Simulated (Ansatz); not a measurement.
Input of an Ansatz 0.2.0 run:

input.yaml

```yaml
crystal:
  lattice:
    - [3.04209, 0.0, 0.0]
    - [-1.52104, 2.63452, 0.0]
    - [0.0, 0.0, 2.69797]
  atoms:
    - { symbol: Ti, position: [0.0, 0.0, 0.5] }
    - { symbol: C, position: [0.33333, 0.66667, 0.0] }
hamiltonian:
  xc: blyp
  pseudopotentials: { kind: paw }
  dispersion: d3bj
kpoints:
  mp_grid: { grid: [10, 10, 10] }
scf:
  occupations: { method: fermi_dirac, width: 0.05 }
output:
  forces: true
  stress: true
  eigenvalues: true
  write_density: true
  write_potential: true
  elf: true
  volumetric_format: npy
relax:
  f_tol: 0.01
  max_steps: 40
  cell: { stress_tol: 0.05 }
```

Potentials or basis: Ansatz PAW.

Command:

```bash
$ ansatz run input.yaml --threads 2 --pin off --max-ram 5632MiB --backend cpu --events-out ev --progress --plain --runs-dir out
```

**Question.** What does it give for the relaxed cell?

**Answer.** a = 2.999 Å, b = 2.999 Å, c = 2.679 Å, α = 90.00°, β = 90.00°, γ = 120.00°.

**Question.** Estimate the band gap on the k mesh.

**Answer.** 0.08 eV, indirect (least direct gap 0.14 eV).

**Question.** Estimate the relaxed volume.

**Answer.** 10.43 Å³/atom.

**Question.** Predict the space group after relaxing (to 0.05 Å).

**Answer.** P-6m2 (No. 187).

The path:
| step | energy change (eV) | largest force (eV/Å) | volume (Å³) |
| --- | --- | --- | --- |
| 1 | 0.0000 | 0.0000 | 21.62 |
| 2 | -0.0189 | 0.0000 | 20.93 |
| 3 | -0.0193 | 0.0000 | 20.87 |
| 4 | -0.0193 | 0.0000 | 20.87 |
| 5 | -0.0180 | 0.0000 | 20.87 |
| 6 | -0.0180 | 0.0000 | 20.86 |
| 7 | -0.0180 | 0.0000 | 20.86 |

Caveat: the plane-wave basis is chosen anew once the cell has moved, so the energies of steps on either side of that aren't comparable; the pressure holds a Pulay correction of +0.3 GPa for the finite cutoff; the PAW data sets come from PBE, with cores solved anew for the run's functional, which leaves a small shift of forces and pressure. As with any semilocal functional, this BLYP gap is likely too small.
